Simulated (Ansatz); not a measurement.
**Cr (dhcp): energy against volume**

These are results of DFT, PBE, plane waves (420 eV) with PAW, scalar-relativistic (Ansatz), not measurements.

The cell is scaled uniformly from the relaxed one, with fractional coordinates and shape fixed. Energies are extrapolated to zero smearing, pressures are those at the given smearing. Magnetic state: non-magnetic.

A Birch-Murnaghan fit gives V₀ = 11.89 Å³/atom, B₀ = 237 GPa, B₀′ = 4.1.

**Question.** What are the energy above the minimum and the pressure at 10.947 Å³/atom?

**Answer.** 64.4 meV/atom and 23.50 GPa as computed.

**Question.** What are the energy above the minimum and the pressure at 12.851 Å³/atom?

**Answer.** 49.8 meV/atom and -15.51 GPa as computed.

**Question.** What are the energy above the minimum and the pressure at 13.327 Å³/atom?

**Answer.** 104.9 meV/atom and -21.15 GPa as computed.
